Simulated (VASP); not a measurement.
# NaCl (P4/mmm) in VASP: notebook

One crystal, NaCl, is run at these levels: r2SCAN; tasks: single point.

Everything below comes from runs of VASP 6.6.1. Logs are shortened: lines on timing, memory, paths and dates and some standing lists are left out, and cuts for length are marked.

## 1. The structure

It takes space group P4/mmm (No. 123, tetragonal). The conventional cell has a = 3.059 Å, b = 3.059 Å, c = 4.589 Å, α = 90.00°, β = 90.00°, γ = 90.00°. Na (site symmetry 4/mmm) has 4 Na at 3.06 Å and 8 Cl at 3.15 Å as nearest neighbours. Around Cl (site symmetry 4/mmm) lie 4 Cl at 3.06 Å and 8 Na at 3.15 Å.

Measurements of this composition are mostly on another form, of space group No. 225.

## 2. Single point, r2SCAN

POSCAR

```
NaCl
1.0
    3.0594447678      0.0000000000      0.0000000000
    0.0000000000      3.0594447678      0.0000000000
    0.0000000000      0.0000000000      4.5891671517
Na Cl
1 1
Direct
    0.0000000000      0.0000000000      0.0000000000
    0.5000000000      0.5000000000      0.5000000000
```

INCAR.step1

```
ALGO = Normal
EDIFF = 1E-4
ENCUT = 520
GGA = PE
ISMEAR = 0
LASPH = True
LCHARG = False
LREAL = False
LWAVE = True
NBANDS = 14
NELM = 100
PREC = Accurate
SIGMA = 0.05
```

INCAR.step2

```
ALGO = Normal
EDIFF = 1E-7
ENCUT = 520
ISIF = 2
ISMEAR = 0
ISTART = 1
LASPH = True
LCHARG = False
LMIXTAU = True
LREAL = False
LWAVE = False
METAGGA = R2SCAN
NBANDS = 14
NELM = 100
PREC = Accurate
SIGMA = 0.05
```

KPOINTS

```
k-points
0
Gamma
  8 8 8
```

Potentials or basis: VASP PAW PBE potentials, release 64 (Na_pv, Cl).

On the command line:

```
> cat potpaw_PBE.64/Na_pv/POTCAR potpaw_PBE.64/Cl/POTCAR > POTCAR
> cp INCAR.step1 INCAR
> mpirun -np 1 vasp_std > vasp.out
> cp INCAR.step2 INCAR
> mpirun -np 1 vasp_std > vasp.out
```

OUTCAR:

```text
EDIFF = 1E-7
   ENCUT = 520
   ISIF = 2
   ISMEAR = 0
   ISTART = 1
   LASPH = True
   LREAL = False
   METAGGA = R2SCAN
   NELM = 100
   PREC = Accurate

 ion  position               nearest neighbor table
   1  0.000  0.000  0.000-
   2  0.500  0.500  0.500-

  LATTYP: Found a simple tetragonal cell.
 ALAT       =     3.0594447678
 C/A-ratio  =     1.5000000000

  Lattice vectors:

 A1 = (   3.0594447678,   0.0000000000,   0.0000000000)
 A2 = (   0.0000000000,   3.0594447678,   0.0000000000)
 A3 = (   0.0000000000,   0.0000000000,   4.5891671517)

Analysis of symmetry for initial positions (statically):
=====================================================================
 Subroutine PRICEL returns:
 Original cell was already a primitive cell.

 Routine SETGRP: Setting up the symmetry group for a
 simple tetragonal supercell.

 Subroutine GETGRP returns: Found 16 space group operations
 (whereof 16 operations were pure point group operations)
 out of a pool of 16 trial point group operations.

The static configuration has the point symmetry D_4h.

Analysis of symmetry for dynamics (positions and initial velocities):
=====================================================================
 Subroutine PRICEL returns:
 Original cell was already a primitive cell.

 Routine SETGRP: Setting up the symmetry group for a
 simple tetragonal supercell.

 Subroutine GETGRP returns: Found 16 space group operations
 (whereof 16 operations were pure point group operations)
 out of a pool of 16 trial point group operations.

The dynamic configuration has the point symmetry D_4h.

 Subroutine INISYM returns: Found 16 space group operations
 (whereof 16 operations are pure point group operations),
 and found     1 'primitive' translations

----------------------------------------------------------------------------------------

                                     Primitive cell

  volume of cell :      42.9555

  direct lattice vectors                    reciprocal lattice vectors
     3.059444768  0.000000000  0.000000000     0.326856693  0.000000000  0.000000000
     0.000000000  3.059444768  0.000000000     0.000000000  0.326856693  0.000000000
     0.000000000  0.000000000  4.589167152     0.000000000  0.000000000  0.217904462

  length of vectors
     3.059444768  3.059444768  4.589167152     0.326856693  0.326856693  0.217904462

  position of ions in fractional coordinates (direct lattice)
     0.000000000  0.000000000  0.000000000
     0.500000000  0.500000000  0.500000000

  ion indices of the primitive-cell ions
   primitive index   ion index
                 1           1
                 2           2

----------------------------------------------------------------------------------------

 KPOINTS: k-points

Automatic generation of k-mesh.
 Grid dimensions read from file:
 generate k-points for:    8    8    8

 Generating k-lattice:

  Cartesian coordinates                     Fractional coordinates (reciprocal lattice)
     0.040857087  0.000000000  0.000000000     0.125000000  0.000000000  0.000000000
     0.000000000  0.040857087  0.000000000     0.000000000  0.125000000  0.000000000
     0.000000000  0.000000000  0.027238058     0.000000000  0.000000000  0.125000000

  Length of vectors
     0.040857087  0.040857087  0.027238058

  Shift w.r.t. Gamma in fractional coordinates (k-lattice)
     0.000000000  0.000000000  0.000000000

 Subroutine IBZKPT returns following result:
 ===========================================

 Found     75 irreducible k-points:

 Following reciprocal coordinates:
            Coordinates               Weight
  0.000000  0.000000  0.000000      1.000000
  0.125000  0.000000  0.000000      4.000000
  0.250000  0.000000  0.000000      4.000000
  0.375000  0.000000  0.000000      4.000000
  0.500000  0.000000  0.000000      2.000000
  0.125000  0.125000  0.000000      4.000000
[... 16 lines left out ...]
  0.375000  0.125000  0.125000     16.000000
  0.500000  0.125000  0.125000      8.000000
 [... further k-points ...]
   k-points           NKPTS =     75   k-points in BZ     NKDIM =     75   number of bands    NBANDS=     14
   number of dos      NEDOS =    301   number of ions     NIONS =      2
   total plane-waves  NPLWV =  20736
   dimension x,y,z NGX =    24 NGY =   24 NGZ =   36
   dimension x,y,z NGXF=    48 NGYF=   48 NGZF=   72
   ions per type =               1   1
   NGX,Y,Z   is equivalent  to a cutoff of  13.04, 13.04, 13.04 a.u.
   NGXF,Y,Z  is equivalent  to a cutoff of  26.08, 26.08, 26.08 a.u.
 SYSTEM =  unknown system
   PREC   = accura    normal or accurate (medium, high low for compatibility)
   ISTART =      1    job   : 0-new  1-cont  2-samecut
   ICHARG =      0    charge: 1-file 2-atom 10-const
   ISPIN  =      1    spin polarized calculation?
   LNONCOLLINEAR =      F non collinear calculations
   LSORBIT =      F    spin-orbit coupling
   LASPH  =      T    aspherical Exc in radial PAW
   ENCUT  =  520.0 eV  38.22 Ry    6.18 a.u.   5.69  5.69  8.53*2*pi/ulx,y,z
   NELM   =    100;   NELMIN=  2; NELMDL=  0     # of ELM steps
   EDIFF  = 0.1E-06   stopping-criterion for ELM
   LREAL  =      F    real-space projection
   EDIFFG = 0.1E-05   stopping-criterion for IOM
   NSW    =      0    number of steps for IOM
   IBRION =     -1    ionic relax: 0-MD 1-quasi-New 2-CG
   NFREE  =      0    steps in history (QN), initial steepest desc. (CG)
   ISIF   =      2    stress and relaxation
   ISYM   =      2    0-nonsym 1-usesym 2-fastsym
   POTIM  = 0.5000    time-step for ionic-motion
   TEBEG  =    0.0;   TEEND  =   0.0 temperature during run
   PSTRESS=    0.0 pullay stress
   NELECT =      14.0000    total number of electrons
   NUPDOWN=      -1.0000    fix difference up-down
   EMIN   =  10.00;   EMAX   =-10.00  energy-range for DOS
   EFERMI =   0.00;   METHOD = LEGACY
   ISMEAR =     0;   SIGMA  =   0.05  broadening in eV -4-tet -1-fermi 0-gaus
   EFERMI_NEDOS =   21; number of points for ismear=-14 and -15
   IALGO  =     38    algorithm
   IMIX   =      4    mixing-type and parameters
     AMIX     =   0.40;   BMIX     =  1.00
     AMIX_MAG =   1.60;   BMIX_MAG =  1.00
  volume/ion in A,a.u.               =      21.48       144.94
  Fermi-wavevector in a.u.,A,eV,Ry     =   1.126621  2.129005 17.269530  1.269275
  Thomas-Fermi vector in A             =   2.263304
   LORBIT       =      0    0 simple, 1 ext, 2 COOP (PROOUT), +10 PAW based schemes
   METAGGA = R2SCAN    functional components
   LHFCALC =     F    Hartree Fock is set to
   AEXX    =    0.0000 exact exchange contribution
   IVDW    =     0    specifies the selected vdW correction
   LEPSILON=     F    determine dielectric tensor
   LRPA    =     F    only Hartree local field effects (RPA)
 non-spin polarized calculation
 Gauss-broadening in eV      SIGMA  =   0.05
  energy-cutoff  :      520.00
  volume of cell :       42.96
 maximum number of plane-waves:      1176
 NGX is ok and might be reduce to    24
   NGX = 11   NGY = 11   NGZ = 17

 number of electron      14.0000003 magnetization

 Free energy of the ion-electron system (eV)
  ---------------------------------------------------
  ext. energy  EPLUGINS =         0.00000000
  ---------------------------------------------------
  free energy    TOTEN  =       -12.24866311 eV

  energy without entropy =      -12.24866311  energy(sigma->0) =      -12.24866311

 E-fermi :   2.3374     XC(G=0):  -8.8922

 val. band max:        2.0995743033   @ k =   0.5000   0.0000   0.5000
 cond. band min:       2.9913187450   @ k =   0.0000   0.0000   0.0000
 fundamental gap:      0.8917444417
 Fermi energy:         2.3373827413

 k-point     1 :       0.0000    0.0000    0.0000
  band No.  band energies     occupation
      1     -23.6336      2.00000
      2     -23.6336      2.00000
      3     -23.5436      2.00000
      4     -13.4633      2.00000
      5      -1.6738      2.00000
      6       1.5883      2.00000
      7       1.5883      2.00000
      8       2.9913      0.00000
      9      10.4000      0.00000
     10      11.7327      0.00000
     11      13.4938      0.00000
     12      16.8165      0.00000
     13      16.8165      0.00000
     14      17.2581      0.00000

 k-point     2 :       0.1250    0.0000    0.0000
  band No.  band energies     occupation
      1     -23.6506      2.00000
      2     -23.6322      2.00000
      3     -23.5416      2.00000
      4     -13.3577      2.00000
      5      -1.5667      2.00000
      6       0.7432      2.00000
      7       1.6543      2.00000
      8       3.3532      0.00000
      9      10.9207      0.00000
     10      12.0252      0.00000
     11      12.7446      0.00000
     12      16.2492      0.00000
     13      16.4556      0.00000
     14      17.0135      0.00000

 k-point     3 :       0.2500    0.0000    0.0000
  band No.  band energies     occupation
      1     -23.6913      2.00000
      2     -23.6287      2.00000
      3     -23.5366      2.00000
      4     -13.0849      2.00000
      5      -1.2882      2.00000
      6      -0.7819      2.00000
      7       1.8201      2.00000
      8       4.1538      0.00000
      9      11.1327      0.00000
     10      11.4299      0.00000
     11      11.8189      0.00000
     12      16.2892      0.00000
     13      16.4584      0.00000
     14      17.5704      0.00000

 k-point     4 :       0.3750    0.0000    0.0000
  band No.  band energies     occupation
      1     -23.7317      2.00000
      2     -23.6251      2.00000
      3     -23.5317      2.00000
      4     -12.7809      2.00000
      5      -2.0258      2.00000
      6      -0.9746      2.00000
      7       1.9961      2.00000
      8       5.2747      0.00000
      9       9.6639      0.00000
     10       9.7660      0.00000
     11      12.8661      0.00000
     12      16.3579      0.00000
     13      16.5011      0.00000
     14      16.7896      0.00000

 k-point     5 :       0.5000    0.0000    0.0000
  band No.  band energies     occupation
      1     -23.7484      2.00000
      2     -23.6237      2.00000
      3     -23.5296      2.00000
      4     -12.6436      2.00000
      5      -2.4998      2.00000
      6      -0.8316      2.00000
      7       2.0723      2.00000
      8       6.1057      0.00000
      9       8.5398      0.00000
     10       9.2444      0.00000
     11      13.6016      0.00000
[... 276 lines left out ...]
 k-point    22 :       0.2500    0.1250    0.1250
  band No.  band energies     occupation
      1     -23.6893      2.00000
      2     -23.6450      2.00000
      3     -23.5351      2.00000
      4     -12.9771      2.00000
      5      -1.3436      2.00000
      6      -0.6463      2.00000
      7       1.0892      2.00000
      8       4.7635      0.00000
      9      10.5897      0.00000
     10      11.9395      0.00000
     11      12.3962      0.00000
     12      14.4301      0.00000
     13      16.3167      0.00000
     14      17.4345      0.00000

 k-point    23 :       0.3750    0.1250    0.1250
  band No.  band energies     occupation
      1     -23.7292      2.00000
      2     -23.6411      2.00000
      3     -23.5301      2.00000
      4     -12.6797      2.00000
      5      -1.8826      2.00000
      6      -0.9824      2.00000
      7       1.3173      2.00000
      8       5.7900      0.00000
      9       8.8518      0.00000
     10      11.0653      0.00000
     11      12.9508      0.00000
     12      14.4469      0.00000
     13      14.9724      0.00000
     14      17.9631      0.00000

 k-point    24 :       0.5000    0.1250    0.1250
  band No.  band energies     occupation
      1     -23.7456      2.00000
      2     -23.6395      2.00000
      3     -23.5281      2.00000
      4     -12.5456      2.00000
      5      -2.3477      2.00000
      6      -0.8249      2.00000
      7       1.4182      2.00000
      8       6.6618      0.00000
      9       7.7928      0.00000
     10      10.4952      0.00000
     11      13.3190      0.00000
     12      14.3517      0.00000
     13      14.5750      0.00000
     14      18.1956      0.00000

 [... further k-points ...]

------------------------ aborting loop because EDIFF is reached ----------------------------------------

  FORCE on cell =-STRESS in cart. coord.  units (eV):
  Direction    XX          YY          ZZ          XY          YZ          ZX
  --------------------------------------------------------------------------------------
  -------------------------------------------------------------------------------------
  Total        3.6962243      3.6962243     -5.7286221      0.0000000      0.0000000      0.0000000
  in kB      137.8636565    137.8636565   -213.6690632      0.0000000      0.0000000      0.0000000
  external PRESSURE =      20.6860832 kB  Pullay stress =       0.0000000 kB

 VOLUME and BASIS-vectors are now :
 -----------------------------------------------------------------------------
  energy-cutoff  :      520.00
  volume of cell :       42.96
      direct lattice vectors                 reciprocal lattice vectors
     3.059444768  0.000000000  0.000000000     0.326856693  0.000000000  0.000000000
     0.000000000  3.059444768  0.000000000     0.000000000  0.326856693  0.000000000
     0.000000000  0.000000000  4.589167152     0.000000000  0.000000000  0.217904462

 POSITION                                       TOTAL-FORCE (eV/Angst)
 -----------------------------------------------------------------------------------
      0.00000      0.00000      0.00000         0.000000      0.000000      0.000000
      1.52972      1.52972      2.29458         0.000000      0.000000      0.000000
 -----------------------------------------------------------------------------------
    total drift:                                0.000000      0.000000     -0.000000

  FREE ENERGIE OF THE ION-ELECTRON SYSTEM (eV)
  ---------------------------------------------------
  free  energy   TOTEN  =       -12.2486631105 eV

  energy  without entropy=      -12.2486631105  energy(sigma->0) =      -12.24866311
```

It took 80 s on 1 thread of Intel Xeon Platinum 8488C (Sapphire Rapids), shared host; peak memory 0.17 GiB.

What came out:

| Item | Value |
| --- | --- |
| Free energy | -12.2487 eV |
| Pressure | 2.1 GPa |
| Band gap on the k mesh | 0.89 eV, indirect (least direct gap 1.40 eV) |

Caveat: the PAW data sets were made with another functional, which shifts forces and pressure a little. r2SCAN opens gaps a little over a GGA but as a rule still falls short of measured ones.

(Continued in part 2 of 2.)
